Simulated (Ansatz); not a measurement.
# CuO (P4/mmm) in Ansatz: further runs, part 2 of 2

Ansatz 0.2.0. The steps go on from the part before.

## Step 3: Relaxation of cell and atoms, r2SCAN

Input file input.yaml:

```yaml
crystal:
  lattice:
    - [4.160937, 0.0, 0.0]
    - [0.0, 4.160937, 0.0]
    - [0.0, 0.0, 3.887643]
  atoms:
    - { symbol: Cu, position: [0.5, 0.0, 0.5] }
    - { symbol: Cu, position: [0.0, 0.5, 0.5] }
    - { symbol: Cu, position: [0.0, 0.0, 0.0] }
    - { symbol: O, position: [0.0, 0.0, 0.5] }
    - { symbol: O, position: [0.5, 0.0, 0.0] }
    - { symbol: O, position: [0.0, 0.5, 0.0] }
hamiltonian:
  xc: r2scan
  pseudopotentials: { kind: paw }
kpoints:
  mp_grid: { grid: [7, 7, 7] }
scf:
  occupations: { method: fermi_dirac, width: 0.05 }
output:
  forces: true
  stress: true
  eigenvalues: true
relax:
  f_tol: 0.01
  max_steps: 40
  cell: { stress_tol: 0.05 }
```

Potentials or basis: Ansatz PAW.

On the command line:

```
> ansatz run input.yaml --threads 2 --pin off --max-ram 5632MiB --backend cpu --events-out ev --progress --plain --runs-dir out
```

Standard output:

```text
Warning: RAYON_NUM_THREADS=2 ignored (pool sized by the plan → 2); use --threads N
Engine: ansatz 0.2.0, x86_64-unknown-linux-gnu
Pseudopotentials: kind: paw
Pseudopotential: Cu, paw, valence charge 19, recommended cutoff 500 eV (meta_gga), Cu.paw.azcp
Pseudopotential: O, paw, valence charge 6, recommended cutoff 500 eV (meta_gga), O.paw.azcp
Functional definition: r2SCAN
  parameter k0 = 0.174
  parameter k1 = 0.065
  parameter a1 = 4.9479
  exchange = r2scan_x(k0 = k0, k1 = k1, a1 = a1)
  correlation = r2scan_c
Crystal: 6 atoms, lattice volume = 67.308 Å³
Basis set: ecut = 500 eV, 1687 PW (Γ), exchange–correlation on 128×128×120 points (64 copies of the dense FFT grid, shifted against one another)
Bands: 45, of which v1, the nominal top of the filled ones, is band 38 counted from 1 (37 counted from 0)
Symmetry: 16 space group operations
Space group: P4/mmm (ITA 123), of the structure as read, at distance tolerance 4.1e-5 Å
k-points: 40 of 343
Non-local potential: Cu, projectors of the file, l = 0: 3, l = 1: 2, l = 2: 3, l = 3: 1
Non-local potential: O, projectors of the file, l = 0: 2, l = 1: 2, l = 2: 1
PAW form: soft (Blöchl's): semilocal exchange-correlation on the pseudo side does not see the compensation charge
PAW frozen core: Cu, regenerated for the run's functional (the file was generated under x = pbe(κ = 0.804, μ = 0.2195149727645171), c = pbe(β = 0.06672455060314922))
[... 88 lines left out ...]
  E_xc         = -466.571542
  E_vxc        = -681.826904  (∫ρ·V_xc dr)
  E_paw        = -5513.898646  (= ΣΔE_a)
  E_vpaw       = -1582.422100  (= ΣTr[D̂ρ^β])
  E_aug_tail   = 0.003428  (compensation charges beyond the density's cutoff)
  E_vtau       = 45.449573  (kinetic-family band-sum trace: ∫τ·v_τ [+ j·A + Jᵃ·Aᵃ] dr)
  E_ewald      = -9383.645031
  E_core_change = -0.999147  (= ΣΔE_core)
  E_smearing   = -0.024208  (= −TS)
  E_closure    = -0.000000  (closes the sum)
  Σ components = -21594.305556   (vs F -21594.305556, Δ=0.00e0)
--- Forces (eV/Å), atoms counted from 1 ---
  atom   1  Cu     0.00000000     0.00000000     0.00000000
  atom   2  Cu     0.00000000     0.00000000     0.00000000
  atom   3  Cu    -0.00000000    -0.00000000     0.00000000
  atom   4  O     -0.00000000    -0.00000000     0.00000000
  atom   5  O      0.00000000     0.00000000     0.00000000
  atom   6  O     -0.00000000    -0.00000000     0.00000000
  max |Σ_I F_I| component: 7.65e-29 eV/Å
--- Stress (GPa, compression-positive) ---
        0.040907       0.000000      -0.000000
        0.000000       0.040907       0.000000
       -0.000000       0.000000      -0.020468
  P = ⅓ Tr σ = 0.0204 GPa (0.204 kbar)
--- Band table (eV; the first three rows and the last of 40) ---
  k-point 0: bands = ["-106.3522", "-105.7443", "-105.7431", "-62.2469", "-62.1341", "-62.1341", "-61.7022", "-61.7008", "-61.6475", "-61.6475", "-61.3958", "-61.3958", "-10.9347", "-8.7648", "-8.2962", "3.9687", "4.1128", "4.1128", "6.6976", "6.6976", "6.8541", "7.0731", "7.1867", "7.2362", "7.2362", "7.2710", "7.7647", "7.8785", "7.9113", "8.0635", "8.0635", "8.2795", "8.2795", "8.4158", "8.6018", "8.6162", "8.6162", "8.8497", "8.9580", "12.0303", "17.2174", "18.7528", "19.7725", "19.7725", "21.9419"]
  k-point 1: bands = ["-106.3522", "-105.7443", "-105.7431", "-62.2469", "-62.1341", "-62.1341", "-61.7023", "-61.7009", "-61.6475", "-61.6475", "-61.3958", "-61.3958", "-10.8664", "-8.7703", "-8.2535", "3.6872", "4.1302", "4.1302", "6.1550", "6.1656", "6.2243", "6.2243", "7.1067", "7.3009", "7.5708", "7.5708", "7.7325", "7.8197", "7.8197", "7.9956", "8.3685", "8.3685", "8.4055", "8.4901", "8.6020", "9.0401", "9.0401", "9.1191", "9.3520", "12.7077", "17.5493", "19.2058", "19.5267", "19.5267", "21.1788"]
  k-point 2: bands = ["-106.3522", "-105.7443", "-105.7431", "-62.2469", "-62.1340", "-62.1340", "-61.7025", "-61.7009", "-61.6476", "-61.6476", "-61.3958", "-61.3958", "-10.7008", "-8.7944", "-8.1546", "3.2188", "4.1900", "4.1900", "4.8692", "5.1655", "5.6410", "5.6410", "7.1994", "7.3197", "7.3197", "7.3386", "7.6429", "8.0646", "8.0689", "8.0689", "8.3654", "8.6025", "8.6902", "8.6902", "8.9790", "9.3868", "9.5870", "9.5870", "10.0222", "14.1839", "18.1870", "18.9988", "18.9988", "20.3885", "20.4047"]
  k-point 39: bands = ["-106.3522", "-105.7438", "-105.7437", "-62.2472", "-62.1342", "-62.1342", "-61.7016", "-61.7015", "-61.6535", "-61.6415", "-61.4013", "-61.3905", "-10.3245", "-8.3482", "-8.3089", "1.9997", "2.5816", "2.5889", "4.6126", "4.7091", "4.7103", "4.9177", "5.1768", "7.4500", "7.8219", "7.8756", "7.9571", "8.0132", "8.0147", "8.2384", "8.7004", "8.9723", "9.1163", "9.6719", "10.2805", "11.4252", "11.4776", "11.5654", "11.5998", "12.7454", "17.9242", "19.2005", "19.2583", "20.2730", "20.2785"]
--- Relaxed structure (4 steps of the walk, 4 accepted, 1 SCFs on fresh bases) ---
  F+E_penalty+E_count = -21594.30555555 eV   max|allowed force component| = 6.521e-29 eV/Å   (the final SCF, on the basis selected at the relaxed cell)
  cell:  # Å, volume = 65.2491 Å³
    - [4.117925868407732, 3.7553918842667997e-34, -4.186338975787562e-34]
    - [-1.8469140414426884e-35, 4.117925868407732, -4.1247746925553375e-34]
    - [-4.831699933828817e-34, -3.853855864698242e-34, 3.847845767340989]
  atoms:
    - { symbol: Cu, position: [0.49999999999999994, 4.1246040307761174e-37, 0.5] }
    - { symbol: Cu, position: [-2.8191029966539917e-34, 0.49999999999999994, 0.5] }
    - { symbol: Cu, position: [3.3582101669334375e-34, 1.4125356269781151e-36, 4.118046071574423e-84] }
    - { symbol: O, position: [-1.2677574936127377e-34, -2.5905903398778577e-36, 0.5] }
    - { symbol: O, position: [0.49999999999999994, -1.4888125508349344e-36, -1.0691058840368783e-50] }
    - { symbol: O, position: [1.7712281556930582e-34, 0.49999999999999994, 0.0] }
```

Run time: 42 s. Hardware: 2 threads of Intel Xeon Platinum 8259CL at 2.50GHz (Skylake/Cascade Lake), shared host; peak memory 0.63 GiB.

What came out:

```
Free energy                            : -21594.3056 eV
Relaxed volume                         : 10.87 Å³/atom
Relaxed cell                           : a = 4.118 Å, b = 4.118 Å, c = 3.848 Å, α = 90.00°, β = 90.00°, γ = 90.00°
Space group after relaxing (to 0.05 Å) : P4/mmm (No. 123)
Energy gained by relaxing              : 5.2 meV/atom
Ionic steps                            : 5
Pressure after relaxing                : 0.0 GPa
Band gap on the k mesh                 : none (metal or under the smearing width)
```

The path:
| step | energy change (eV) | largest force (eV/Å) | volume (Å³) |
| --- | --- | --- | --- |
| 1 | 0.0000 | 0.0000 | 67.31 |
| 2 | -0.0237 | 0.0000 | 66.31 |
| 3 | -0.0333 | 0.0000 | 65.19 |
| 4 | -0.0333 | 0.0000 | 65.25 |
| 5 | -0.0314 | 0.0000 | 65.25 |

Final structure:
```
Cu O
1.0
     4.11793    0.00000    0.00000
     0.00000    4.11793    0.00000
     0.00000    0.00000    3.84785
Cu O
3 3
Cartesian
  2.0590 0.0000 1.9239
  0.0000 2.0590 1.9239
  0.0000 0.0000 0.0000
  0.0000 0.0000 1.9239
  2.0590 0.0000 0.0000
  0.0000 2.0590 0.0000
```

Caveat: the plane-wave basis is chosen anew once the cell has moved, so the energies of steps on either side of that aren't comparable; an odd number of electrons without spin polarisation forces a metal; a magnetic or distorted state may lie lower; the run has no spin polarisation, though such a crystal can be magnetic; semilocal functionals often make such compounds metallic where correlation or magnetic order opens a gap, which also shifts bond lengths; the PAW data sets come from PBE, with cores solved anew for the run's functional, which leaves a small shift of forces and pressure. With open d or f shells a metallic result of r2SCAN can be an artefact of self-interaction; +U or a hybrid may open a gap.
